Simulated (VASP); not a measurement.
# Pm in VASP: notebook, part 2 of 2

VASP 6.6.1.

## (4) Single point, LDA, collinear spin, ferromagnetic start

INCAR reads:

```
PREC     = Accurate       # precision mode
ENCUT    = 450            # plane-wave cutoff, eV
EDIFF    = 1E-6           # SCF threshold, eV
ISMEAR   = -1             # smearing method
SIGMA    = 0.2            # smearing width, eV
LREAL    = F              # projectors in reciprocal space
LASPH    = T              # aspherical terms in the spheres
NELM     = 100            # most SCF steps
ALGO     = Normal         # electronic algorithm
ISIF     = 2              # what is computed and relaxed
LWAVE    = F              # write WAVECAR
LCHARG   = F              # write CHGCAR
ISPIN    = 2              # spin polarisation
MAGMOM   = 4              # initial moments
LORBIT   = 11             # projections on sites
LMAXMIX  = 6              # l up to which the mixer works
GGA      = CA             # functional
NBANDS   = 18             # bands
ADDGRID  = F
```

KPOINTS reads:

```
Automatic mesh
0
Gamma
  5 5 5
```

POSCAR reads:

```
Pm
1.0
   -0.0555010000      2.5655700000      2.5293400000
    2.5242190000     -0.0080540000      2.4818930000
    2.6229240000      2.6168280000     -0.1067590000
Pm
1
Direct
    0.0077670000      0.0042080000     -0.0216400000
```

Potentials or basis: VASP PAW PBE potentials, release 64 (Pm).

Launch:

```
cat potpaw_PBE.64/Pm/POTCAR > POTCAR
mpirun -np 1 vasp_std > vasp.out
```

OUTCAR:

```text
PREC = Accurate
   ENCUT = 450
   EDIFF = 1E-6
   ISMEAR = -1
   LREAL = F
   LASPH = T
   NELM = 100
   ISIF = 2
   ISPIN = 2
   LORBIT = 11
   GGA = CA

 Found     63 irreducible k-points:

 Following reciprocal coordinates:
            Coordinates               Weight
  0.000000  0.000000  0.000000      1.000000
  0.200000  0.000000  0.000000      2.000000
  0.400000 -0.000000  0.000000      2.000000
  0.000000  0.200000 -0.000000      2.000000
  0.200000  0.200000  0.000000      2.000000
  0.400000  0.200000  0.000000      2.000000
   k-points           NKPTS =     63   k-points in BZ     NKDIM =     63   number of bands    NBANDS=     18
   number of dos      NEDOS =    301   number of ions     NIONS =      1
   total plane-waves  NPLWV =  18816
   dimension x,y,z NGX =    28 NGY =   24 NGZ =   28
   dimension x,y,z NGXF=    56 NGYF=   48 NGZF=   56
   ions per type =               1
   NGX,Y,Z   is equivalent  to a cutoff of  12.92, 11.27, 12.56 a.u.
   NGXF,Y,Z  is equivalent  to a cutoff of  25.84, 22.54, 25.12 a.u.
 SYSTEM =  unknown system
   PREC   = accura    normal or accurate (medium, high low for compatibility)
   ISTART =      0    job   : 0-new  1-cont  2-samecut
   ICHARG =      2    charge: 1-file 2-atom 10-const
   ISPIN  =      2    spin polarized calculation?
   LNONCOLLINEAR =      F non collinear calculations
   LSORBIT =      F    spin-orbit coupling
   LASPH  =      T    aspherical Exc in radial PAW
[... 189 lines left out ...]

 k-point     1 :       0.0000    0.0000    0.0000
  band No.  band energies     occupation
      1     -30.9376      1.00000
      2     -11.3995      1.00000
      3     -11.3301      1.00000
      4     -11.2785      1.00000
      5       2.1299      1.00000
      6       7.6797      0.00003
[... 103 lines left out ...]
      5       4.8405      0.97394
      6       6.2576      0.03033
[... 10 lines left out ...]
     17      12.4204      0.00000
     18      16.3692      0.00000

 [... further k-points ...]
[... 5 lines left out ...]
  --------------------------------------------------------------------------------------
  -------------------------------------------------------------------------------------
  Total       -0.6484323     -0.6565133     -0.6189249     -0.0648863      0.0911691      0.2332848
  in kB      -30.1008977    -30.4760279    -28.7311336     -3.0120884      4.2321628     10.8293208
  external PRESSURE =     -29.7693531 kB  Pullay stress =       0.0000000 kB

 VOLUME and BASIS-vectors are now :
 -----------------------------------------------------------------------------
  energy-cutoff  :      450.00
  volume of cell :       34.51
      direct lattice vectors                 reciprocal lattice vectors
    -0.055501000  2.565570000  2.529340000    -0.188150331  0.196421533  0.191996440
     2.524219000 -0.008054000  2.481893000     0.199708474 -0.192047705  0.199180755
     2.622924000  2.616828000 -0.106759000     0.185079531  0.188976904 -0.187622612

 POSITION                                       TOTAL-FORCE (eV/Angst)
 -----------------------------------------------------------------------------------
      2.57635      2.58009     -0.07436         0.000000      0.000000      0.000000
 -----------------------------------------------------------------------------------
    total drift:                                0.000006      0.000001     -0.000001

  FREE ENERGIE OF THE ION-ELECTRON SYSTEM (eV)
  ---------------------------------------------------
  free  energy   TOTEN  =        -8.4648273872 eV

  energy  without entropy=       -7.5383553275  energy(sigma->0) =       -8.00159136

 total charge

# of ion       s       p       d       f       tot
--------------------------------------------------
    1        2.046   5.476   0.497   4.390  12.409

 magnetization (x)

# of ion       s       p       d       f       tot
--------------------------------------------------
    1       -0.001   0.025   0.161   4.373   4.558
```

Wall time 36 s (1 thread of Intel Xeon 6975P-C (Granite Rapids), shared host); peak memory 0.18 GiB.

These settings aren't checked as converged: the numbers below hold their error.

Results:

| Quantity | Value |
| --- | --- |
| Free energy | -8.4648 eV |
| Pressure | -3.0 GPa |
| Band gap on the k mesh | none (metal or under the smearing width) |
| Net moment | 5.08 μB per cell |
| Site moments | Pm +4.56 μB |
| Valence electrons inside the program's atomic spheres | Pm 12.41 |

Caveat: the k mesh is coarse (spacing up to 0.43 Å⁻¹), so the values aren't converged; the magnetic or orbital state may not be the lowest; the PAW data sets were made with another functional, which shifts forces and pressure a little; spin-orbit coupling is left out, which moves the levels of the heavy elements.

## (5) The reference run

An earlier run on the cell as given: functional PBE; potentials or basis VASP PAW PBE potentials, release 64 (Pm); cutoff 520 eV; k mesh 9 × 9 × 9; occupations fermi-dirac, width 0.05 eV; collinear spin, ferromagnetic start; starting moments [4.0] μB.

* Pressure: 1.1 GPa
* Band gap on the k mesh: none (metal or under the smearing width)
* Net moment: 5.45 μB per cell
* Site moments: Pm +4.67 μB
* Valence electrons inside the program's atomic spheres: Pm 12.42
